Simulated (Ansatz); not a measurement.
# C3H6O (singlet): from Hartree-Fock to the top rungs, STO-3G

One table from this session's results is given with a row withheld; the runs are named, their logs left out.

Program: Ansatz 0.2.0, Gaussian basis. Level of theory: STO-3G, core rule «outside noble gas», up to 4 orbitals frozen. These are calculated values, not measurements.

Plan: UHF; CCSD(T) on RHF; CCSD(T) on UHF; BCCD(T) on RHF; CISD; CCSDT(Q) on RHF; CCSDT(Q) on UHF; CISDTQ; CCSDTQ on RHF; CCSDTQ on UHF; CASSCF and MRCISD+Q, 8 electrons in 8 orbitals; CASSCF and NEVPT2, 8 electrons in 8 orbitals.

22 further runs of the same task are left out: 2 that didn't finish, 20 set aside as unsound or not needed.

## The system

The geometry is an MP2(full)/6-31G* stationary point (not a proven minimum).

10 atoms, charge 0, spin multiplicity 1.

Atoms are counted from 1 here; the program's logs count them from 0.

Bond lengths: O1–C2 1.227 Å, C2–C3 1.512 Å, C2–C4 1.512 Å, C3–H5 1.090 Å, C3–H7 1.094 Å, C3–H8 1.094 Å, C4–H6 1.090 Å, C4–H9 1.094 Å, C4–H10 1.094 Å. Angles: O1–C2–C3 121.7°, O1–C2–C4 121.7°, C3–C2–C4 116.5°, C2–C3–H5 109.5°, C2–C3–H7 110.3°, C2–C3–H8 110.3°, H5–C3–H7 109.8°, H5–C3–H8 109.8°, H7–C3–H8 107.2°, C2–C4–H6 109.5°, C2–C4–H9 110.3°, C2–C4–H10 110.3°, H6–C4–H9 109.8°, H6–C4–H10 109.8°, H9–C4–H10 107.2°.

Set-up of the first run:

File in.yaml:

```yaml
crystal:
  periodic: [false, false, false]
  atoms:
    - {symbol: O, position_ang: [0.000000, 0.000000, 1.321709]}
    - {symbol: C, position_ang: [0.000000, 0.000000, 0.095178]}
    - {symbol: C, position_ang: [0.000000, 1.285490, -0.700224]}
    - {symbol: C, position_ang: [0.000000, -1.285490, -0.700224]}
    - {symbol: H, position_ang: [0.000000, 2.134917, -0.017347]}
    - {symbol: H, position_ang: [0.000000, -2.134917, -0.017347]}
    - {symbol: H, position_ang: [-0.881086, 1.331548, -1.347895]}
    - {symbol: H, position_ang: [0.881086, 1.331548, -1.347895]}
    - {symbol: H, position_ang: [0.881086, -1.331548, -1.347895]}
    - {symbol: H, position_ang: [-0.881086, -1.331548, -1.347895]}
basis:
  gaussian: {orbitals: STO-3G}
magnetization: {spin_polarized: true, initial_magnetization: 0}
hamiltonian: {xc: hf}
output: {orbitals: {seedname: orbitals}}
```

Command:

```
$ ansatz run in.yaml --threads 1 --pin off --events-out ev --progress --plain --max-ram 4096MiB --backend cpu
```

Steps of the session up to this table: UHF; CCSD(T) on RHF; CCSD(T) on UHF; BCCD(T) on RHF; CISD; CCSDT(Q) on RHF; CCSDT(Q) on UHF; CISDTQ; CCSDTQ on RHF; CCSDTQ on UHF; CASSCF and MRCISD+Q, 8 electrons in 8 orbitals; CASSCF and NEVPT2, 8 electrons in 8 orbitals.

One of the session's tables, all rows but one given; the rest of the session is left out.

| method | from RCCSDTQ (meV) |
| --- | --- |
| RHF | +7537.7 |
| UHF | +7404.2 |
| RMP2 | +1614.5 |
| CISD | +893.5 |
| RCCSD | +124.1 |
| RCCSD(T) | +29.4 |
| BCCD(T) | ? |
| RCCSDT | +11.5 |
| CISDTQ | +64.8 |
| RCCSDT(Q) | +2.0 |
| RCCSDTQ | 0 |
| CASSCF frontier | +4177.7 |
| NEVPT2 frontier | +1151.2 |
| MRCISD frontier | +306.1 |
| MRCISD+Q frontier | +15.8 |

**Question.** Estimate the row for BCCD(T).

As computed: from RCCSDTQ (meV): +29.6. In the column «from RCCSDTQ (meV)» it lies between RCCSD(T) (+29.4) and CISDTQ (+64.8).
